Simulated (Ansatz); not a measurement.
The system is TaSi2.

```
CELL_PARAMETERS angstrom
4.78390 0.00000 0.00000
-2.39195 4.14298 0.00000
0.00000 0.00000 6.57000
ATOMIC_POSITIONS crystal
Ta 0.00000 0.50000 0.33333
Ta 0.50000 0.50000 0.66667
Ta 0.50000 0.00000 0.00000
Si 0.31794 0.15897 0.33333
Si 0.15897 0.84103 0.66667
Si 0.84103 0.68206 0.00000
Si 0.68206 0.84103 0.33333
Si 0.84103 0.15897 0.66667
Si 0.15897 0.31794 0.00000
```

A run of Ansatz 0.2.0 on this cell left the log below. Logs are shortened: lines on timing, memory, paths and dates and some standing lists are left out, and cuts for length are marked.

```text
Warning: RAYON_NUM_THREADS=4 ignored (pool sized by the plan → 4); use --threads N
Engine: ansatz 0.2.0, aarch64-unknown-linux-gnu
Pseudopotentials: kind: paw
Pseudopotential: Ta, paw, valence charge 13, recommended cutoff 420 eV (normal), Ta.paw.azcp
Pseudopotential: Si, paw, valence charge 4, recommended cutoff 420 eV (normal), Si.paw.azcp
Functional definition: PBEsol
  exchange = pbesol_x
  correlation = pbesol_c
Crystal: 9 atoms, lattice volume = 130.215 Å³
Basis set: ecut = 420 eV, 2523 PW (Γ), exchange–correlation on 64×64×90 points (8 copies of the dense FFT grid, shifted against one another)
Bands: 41, of which v1, the nominal top of the filled ones, is band 32 counted from 1 (31 counted from 0)
Symmetry: 12 space group operations
Space group: P6422 (ITA 181), of the structure as read, at distance tolerance 5.1e-5 Å
k-points: 10 of 75
Non-local potential: Ta, projectors of the file, l = 0: 3, l = 1: 2, l = 2: 2, l = 3: 1
Non-local potential: Si, projectors of the file, l = 0: 2, l = 1: 2, l = 2: 2
PAW form: soft (Blöchl's): semilocal exchange-correlation on the pseudo side does not see the compensation charge
PAW frozen core: Ta, regenerated for the run's functional, and the local potential with it (the file was generated under x = pbe(κ = 0.804, μ = 0.2195149727645171), c = pbe(β = 0.06672455060314922))
PAW frozen core: Si, regenerated for the run's functional, and the local potential with it (the file was generated under x = pbe(κ = 0.804, μ = 0.2195149727645171), c = pbe(β = 0.06672455060314922))
PAW one-centre angular grid: Ta, 590 points (default); XC on 64 Gauss nodes
[... 18 lines left out ...]
E sigma→0 (E₀):  -33153.640002 eV
Entropy (-TS):   -0.029595 eV (-3.288 meV/atom)
Fermi energy:    15.078113 eV
--- Per-component energies (eV) ---
  E_band       = -261.019657
  E_kinetic    = 1362.302104
  E_local      = -2347.743280  (includes V_loc(G=0)·N_el)
  E_nonlocal   = 204.721822
  E_hartree    = 895.707762
  E_xc         = -991.545558
  E_vxc        = -908.837514  (∫ρ·V_xc dr)
  E_paw        = -27812.284856  (= ΣΔE_a)
  E_vpaw       = -362.876862  (= ΣTr[D̂ρ^β])
  E_aug_tail   = 0.000464  (compensation charges beyond the density's cutoff)
  E_ewald      = -4465.613967
  E_core_change = 0.830303  (= ΣΔE_core)
  E_smearing   = -0.029595  (= −TS)
  E_closure    = 0.000000  (closes the sum)
  Σ components = -33153.654800   (vs F -33153.654800, Δ=0.00e0)
--- Forces (eV/Å), atoms counted from 1 ---
  atom   1  Ta     0.00000000     0.00000000    -0.00000000
  atom   2  Ta     0.00000000     0.00000000     0.00000000
  atom   3  Ta    -0.00000000     0.00000000     0.00000000
  atom   4  Si     0.01262346     0.00728816    -0.00000000
  atom   5  Si     0.01262346    -0.00728816     0.00000000
  atom   6  Si    -0.00000000    -0.01457632    -0.00000000
  atom   7  Si    -0.01262346    -0.00728816     0.00000000
  atom   8  Si    -0.01262346     0.00728816    -0.00000000
  atom   9  Si    -0.00000000     0.01457632     0.00000000
  max |Σ_I F_I| component: 2.39e-16 eV/Å
--- Stress (GPa, compression-positive) ---
       -1.877568       0.000000       0.000000
       -0.000000      -1.877568       0.000000
        0.000000       0.000000      -2.771484
  P = ⅓ Tr σ = -2.1755 GPa (-21.755 kbar)
--- Band table (eV; the first three rows and the last of 10) ---
  k-point 0: bands = ["-52.4988", "-52.4834", "-52.4834", "-19.1982", "-19.1982", "-19.1876", "-19.1205", "-19.1205", "-19.0345", "-19.0211", "-19.0149", "-19.0149", "1.7164", "5.0369", "5.0369", "8.5350", "9.1475", "9.1475", "9.2487", "9.2487", "10.2884", "11.2381", "11.2381", "11.6173", "12.5512", "12.5512", "12.5855", "12.5855", "12.6600", "12.8952", "12.8952", "13.6100", "15.8005", "18.0457", "18.0457", "18.5253", "18.6293", "18.6350", "18.9695", "18.9695", "19.1177"]
  k-point 1: bands = ["-52.4964", "-52.4903", "-52.4790", "-19.2409", "-19.1696", "-19.1324", "-19.1283", "-19.1273", "-19.0620", "-19.0367", "-19.0281", "-18.9855", "2.1475", "3.3512", "6.6936", "8.6949", "8.8915", "9.2570", "9.2700", "9.7796", "10.1735", "10.3533", "10.4201", "10.7001", "12.3291", "12.5548", "12.6968", "12.8392", "12.9976", "13.1439", "13.4500", "14.8573", "16.7294", "17.5797", "17.6943", "18.0957", "18.5372", "18.5457", "18.7894", "19.0494", "19.0680"]
  k-point 2: bands = ["-52.4975", "-52.4847", "-52.4834", "-19.2272", "-19.2045", "-19.1620", "-19.1259", "-19.1160", "-19.0367", "-19.0230", "-19.0226", "-19.0009", "2.1008", "5.2575", "5.3395", "6.8949", "7.8713", "8.9543", "9.3552", "10.4197", "10.9491", "11.2352", "11.3184", "11.6134", "12.1077", "12.2759", "12.7689", "12.9040", "13.0763", "13.1073", "13.4362", "13.4728", "15.7031", "17.1429", "17.4930", "18.0280", "18.1300", "18.2496", "18.4485", "18.9101", "18.9609"]
  k-point 9: bands = ["-52.4934", "-52.4881", "-52.4841", "-19.2342", "-19.2278", "-19.1858", "-19.1171", "-19.0873", "-19.0526", "-19.0296", "-19.0041", "-18.9976", "4.0975", "4.9339", "5.0265", "5.8660", "6.8506", "7.8425", "8.8823", "9.6956", "10.7149", "11.3544", "11.7688", "12.1591", "12.3471", "12.7004", "12.7792", "12.8250", "13.5361", "14.3054", "14.8273", "15.0510", "16.2047", "16.9675", "17.0307", "17.5915", "17.7070", "17.8458", "18.0436", "18.3926", "18.6034"]
```

Write the input and the command behind it.

Single point with PBEsol, no spin polarisation. The files as run (others can give the same):

input.yaml
```yaml
crystal:
  lattice:
    - [4.7839, 0.0, 0.0]
    - [-2.39195, 4.1429789292, 0.0]
    - [0.0, 0.0, 6.57]
  atoms:
    - { symbol: Ta, position: [0.0, 0.5, 0.3333333333] }
    - { symbol: Ta, position: [0.5, 0.5, 0.6666666667] }
    - { symbol: Ta, position: [0.5, 0.0, 0.0] }
    - { symbol: Si, position: [0.31794, 0.15897, 0.3333333333] }
    - { symbol: Si, position: [0.15897, 0.84103, 0.6666666667] }
    - { symbol: Si, position: [0.84103, 0.68206, 0.0] }
    - { symbol: Si, position: [0.68206, 0.84103, 0.3333333333] }
    - { symbol: Si, position: [0.84103, 0.15897, 0.6666666667] }
    - { symbol: Si, position: [0.15897, 0.31794, 0.0] }
hamiltonian:
  xc: pbesol
  pseudopotentials: { kind: paw }
kpoints:
  mp_grid: { grid: [5, 5, 3] }
scf:
  occupations: { method: fermi_dirac, width: 0.05 }
output:
  forces: true
  stress: true
  eigenvalues: true
```

Potentials or basis: Ansatz PAW.
Run with:
```sh
$ ansatz run input.yaml --threads 4 --pin off --max-ram 11264MiB --backend cpu --events-out ev --progress --plain --runs-dir out
```

Caveat: the PAW data sets come from PBE, with cores solved anew for the run's functional, which leaves a small shift of forces and pressure.
